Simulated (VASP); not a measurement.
Wanted: the native input for a VASP 6.6.1 run.

```yaml
Task: single point
Functional: PBE
Dispersion: D3(BJ)
Potentials_or_basis: VASP PAW PBE potentials, release 64 (B, N)
Cutoff: 520 eV
k_mesh: 10 × 10 × 1
Occupations: gaussian, width 0.02 eV
Spin: no spin polarisation
Dipole_correction: yes
Further_INCAR_settings: ALGO = Normal; EDIFF = 1e-07; NBANDS = 11
```

The structure of BN lies in POSCAR:

```
BN
1.0
    2.4585791265      0.0014082461      0.0000000000
    1.2280554777      2.1299044693      0.0000000000
    0.0000000000      0.0000000000     26.0000000000
B N
1 1
Direct
    0.4999824916      0.4999824916      0.5000000000
    0.8333175184      0.8333175184      0.5000000000
```

The cell isn't the ideal one: biaxial strain -0.020, atoms relaxed.

One way to write it, as run:

INCAR

```
SYSTEM = BN
PREC = Accurate
ENCUT = 520
EDIFF = 1E-7
ISMEAR = 0
SIGMA = 0.02
LREAL = .False.
LASPH = .True.
NELM = 100
ALGO = Normal
ISIF = 2
LWAVE = .False.
LCHARG = .True.
LDIPOL = .True.
IDIPOL = 3
DIPOL = 0.5 0.5 0.500
GGA = PE
IVDW = 12
LELF = .True.
LVHAR = .True.
LVACPOTAV = .True.
NBANDS = 11
```

KPOINTS

```
Automatic mesh
0
Gamma
  10 10 1
  0 0 0
```

Potentials or basis: VASP PAW PBE potentials, release 64 (B, N).

Launch:

```console
$ cat potpaw_PBE.64/B/POTCAR potpaw_PBE.64/N/POTCAR > POTCAR
$ mpirun -np 1 vasp_std > vasp.out
```

Results of the run:

```json
{
  "Band gap on the k mesh": "4.82 eV, indirect (least direct gap 5.19 eV)",
  "Dispersion energy per atom": "-0.080 eV",
  "Ionisation potential of the upper face": "5.93 eV"
}
```

Run time: 35 s on 1 thread of Intel(R) Xeon(R) Platinum 8488C (Sapphire Rapids), on a shared host, peak memory 0.23 GiB.
